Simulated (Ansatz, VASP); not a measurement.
# MoS2 in VASP and in Ansatz

POSCAR

```
MoS2
1.0
    3.1841260000      0.0000000000      0.0000000000
   -1.5920630000      2.7575340000      0.0000000000
    0.0000000000      0.0000000000     17.3346000000
Mo S
1 2
Direct
    0.0000000000      0.0000000000      0.0000000000
    0.3333330000      0.6666670000      0.0894930000
    0.3333330000      0.6666670000      0.9105070000
```

The input INCAR.step1:

```
PREC = Accurate
ENCUT = 520
ISMEAR = 1
SIGMA = 0.05
LREAL = F
LASPH = T
NELM = 100
NBANDS = 20
GGA = PE
ALGO = Normal
EDIFF = 1E-4
LWAVE = T
LCHARG = F
```

INCAR.step2

```
PREC = Accurate
ENCUT = 520
EDIFF = 1E-6
ISMEAR = 1
SIGMA = 0.05
LREAL = F
LASPH = T
NELM = 100
ALGO = Normal
ISIF = 2
LWAVE = F
LCHARG = F
METAGGA = R2SCAN
LMIXTAU = T
NBANDS = 20
ISTART = 1
```

The input KPOINTS:

```
Automatic mesh
0
Gamma
  8 8 2
```

Input for Ansatz:

```yaml
crystal:
  lattice:
    - [3.184126, 0.0, 0.0]
    - [-1.592063, 2.757534, 0.0]
    - [0.0, 0.0, 17.3346]
  atoms:
    - { symbol: Mo, position: [0.0, 0.0, 0.0] }
    - { symbol: S, position: [0.333333, 0.666667, 0.089493] }
    - { symbol: S, position: [0.333333, 0.666667, 0.910507] }
kpoints:
  mp_grid:
    grid: [8, 8, 2]
hamiltonian:
  xc: r2scan
scf:
  occupations:
    method: cold
    width: 0.05
basis:
  ecutwfc: 500
output:
  forces: true
  stress: true
  eigenvalues: true
```

Alike in both runs: task single point; functional r2SCAN; k mesh 8 × 8 × 2; no spin polarisation.

```csv
,VASP,Ansatz
version,VASP 6.6.1,Ansatz 0.2.0
potentials or method,"VASP PAW PBE potentials, release 64 (Mo_sv, S)","plane waves, PAW"
plane-wave cutoff (eV),520,500
occupations,"methfessel-paxton of order 1, width 0.05 eV","cold, width 0.05 eV"
valence electrons in the cell,26,26
```

Ansatz gave:

| Item | Value |
| --- | --- |
| gap on the k mesh at the Fermi level (eV) | 1.86 |
| rms of the force components (eV/Å) | 0.009 |

Task: Which values does VASP return?

Result: gap on the k mesh at the Fermi level (eV): 1.87; rms of the force components (eV/Å): 0.010.

Atom by atom the forces differ by 0.002 eV/Å (rms over components). Ansatz warned: «structure_snapped_to_symmetry».

Caveats: the PAW data sets were made with another functional, which shifts forces and pressure a little (VASP). r2SCAN opens gaps a little over a GGA but as a rule still falls short of measured ones.
